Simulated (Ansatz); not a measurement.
Quasiparticle levels of WS2 (R3m)

Theory: G0W0@PBE, full frequency by contour deformation, all-electron datasets in plane waves (scalar-relativistic, Gaussian nuclei) (Ansatz 0.2.0-dev).

The input was:

```json
{
 "crystal": {
  "lattice": [
   [
    1.501829,
    0.867082,
    5.820381
   ],
   [
    -1.501829,
    0.867082,
    5.820381
   ],
   [
    0.0,
    -1.734163,
    5.820381
   ]
  ],
  "atoms": [
   {
    "symbol": "W",
    "position": [
     0.0044212452,
     0.0044212452,
     0.0044212452
    ]
   },
   {
    "symbol": "S",
    "position": [
     0.2477,
     0.2477,
     0.2477
    ]
   },
   {
    "symbol": "S",
    "position": [
     0.419,
     0.419,
     0.419
    ]
   }
  ]
 },
 "basis": {
  "precision": "f64",
  "xc_grid": 2
 },
 "kpoints": {
  "mp_grid": {
   "grid": [
    3,
    3,
    3
   ],
   "shift": [
    0,
    0,
    0
   ]
  }
 },
 "hamiltonian": {
  "xc": "pbe",
  "dispersion": "none",
  "pseudopotentials": {
   "kind": "all_electron",
   "nuclear_model": "gaussian"
  }
 },
 "magnetization": {
  "spin_polarized": false
 },
 "scf": {
  "lower_state_search": "off",
  "max_iter": 200,
  "occupations": {
   "method": "fixed"
  },
  "convergence": {
   "dr2_threshold": "1e-10 eV"
  }
 },
 "output": {},
 "gw": {
  "n_empty_bands": 104,
  "ecut_chi": 100,
  "ecutfock_ratio": 1,
  "qp_bands": [
   "v1",
   "c1"
  ],
  "screening": {
   "model": "contour_deformation"
  }
 }
}
```

Levels count from the highest filled Kohn-Sham level listed; ε_QP = ε_KS + Z(Σ − Vxc). VB is the top filled band, CB the lowest empty one. Points in brackets are given in fractions of the reciprocal vectors. A dash marks a part that wasn't solved. The wave cutoff came out at 3630 eV.

```csv
k,band,ε_KS (eV),Σx − Vxc (eV),Σc (eV),Z,ε_QP (eV)
Γ,VB,-1.15,-2.05,1.75,0.77,-1.38
Γ,CB,2.37,4.82,–,–,–
"(0.333, 0.333, 0.333)",VB,0.00,-1.02,0.94,0.78,-0.06
"(0, 0.333, -0.333)",CB,1.40,4.93,-4.22,0.77,1.95
```

The gap (from k = (0.333, 0.333, 0.333) to k = (0, 0.333, -0.333)) opens from 1.40 eV to 2.01 eV.

The cell is a model at fixed atoms and needn't be the relaxed known crystal. Spin-orbit coupling is left out. The mesh is coarse, so these are values at the stated settings, not converged ones. Band sums or response are cut, so the gap isn't at its basis limit. The gap is read on the mesh, and the crystal's band edges can lie off it. So coarse a mesh can screen too much or too little, which moves the G0W0 correction either way.
